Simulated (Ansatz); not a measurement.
One crystal and one scan (frozen-phonon scan) at two levels, PBE (plane waves to 420 eV, PAW, scalar-relativistic; Ansatz, a first-principles code) and r2SCAN (plane waves to 500 eV, PAW, scalar-relativistic; Ansatz), each from its own relaxed cell and on its own mesh. The cell shown is that of PBE.

Relaxed CaF2 (fluorite):

```xyz
6
Lattice="0.0000 5.5110 5.5110 2.7555 0.0000 2.7555 2.7555 2.7555 0.0000" Properties=species:S:1:pos:R:3 pbc="T T T"
Ca     0.0000     0.0000     0.0000
Ca     2.7555     5.5110     2.7555
F      1.3777     1.3777     1.3777
F      1.3777     4.1332     4.1332
F      4.1332     4.1332     4.1332
F      4.1332     6.8887     6.8887
```

A phonon eigenvector at L = (0.5, 0.0, 0.0) is frozen into this cell: atom i moves by Q times the vector below, so Q is the largest atomic displacement, in Å. The cell is held. It is one choice among 2 degenerate patterns. (q is in reciprocal vectors of the primitive cell; the cell shown is doubled to hold the pattern.)

| atom | x | y | z |
|---|---|---|---|
| Ca1 | -0.131 | 0.239 | -0.371 |
| Ca2 | 0.131 | -0.239 | 0.371 |
| F3 | 0.285 | -0.520 | 0.805 |
| F4 | -0.285 | 0.520 | -0.805 |
| F5 | -0.285 | 0.520 | -0.805 |
| F6 | 0.285 | -0.520 | 0.805 |

CaF2 was relaxed with its symmetry unable to fall. Both scans cover Q from -0.100 to 0.100 Å.

ΔE (meV/cell), each from the undisplaced structure of its own level:

```json
[
 {"Q (Å)": "-0.100", "PBE": "114.8", "r2SCAN": "155.4"},
 {"Q (Å)": "-0.083", "PBE": "79.1", "r2SCAN": "107.0"},
 {"Q (Å)": "-0.067", "PBE": "50.3", "r2SCAN": "68.0"},
 {"Q (Å)": "-0.050", "PBE": "28.1", "r2SCAN": "38.0"},
 {"Q (Å)": "-0.033", "PBE": "12.5", "r2SCAN": "16.8"},
 {"Q (Å)": "-0.017", "PBE": "3.1", "r2SCAN": "withheld"},
 {"Q (Å)": "0.000", "PBE": "0.0", "r2SCAN": "0.0"},
 {"Q (Å)": "0.017", "PBE": "3.1", "r2SCAN": "withheld"},
 {"Q (Å)": "0.033", "PBE": "12.5", "r2SCAN": "16.8"},
 {"Q (Å)": "0.050", "PBE": "28.1", "r2SCAN": "38.0"},
 {"Q (Å)": "0.067", "PBE": "50.3", "r2SCAN": "68.0"},
 {"Q (Å)": "0.083", "PBE": "79.1", "r2SCAN": "107.0"},
 {"Q (Å)": "0.100", "PBE": "114.8", "r2SCAN": "155.4"}
]
```

Estimate the r2SCAN value at -0.017 from the PBE value there and the ratio of the two levels in the two nearest given rows on that side of the minimum.

At -0.033 and -0.050 the ratio r2SCAN/PBE averages 1.348, which gives 1.348 × 3.1 = 4.2 meV/cell. The calculation gives 4.2 meV/cell, +35.5 % against PBE.

(A displaced cell: forces are minus the slopes of the energy, force constants its curvatures, and phonons follow from these.)
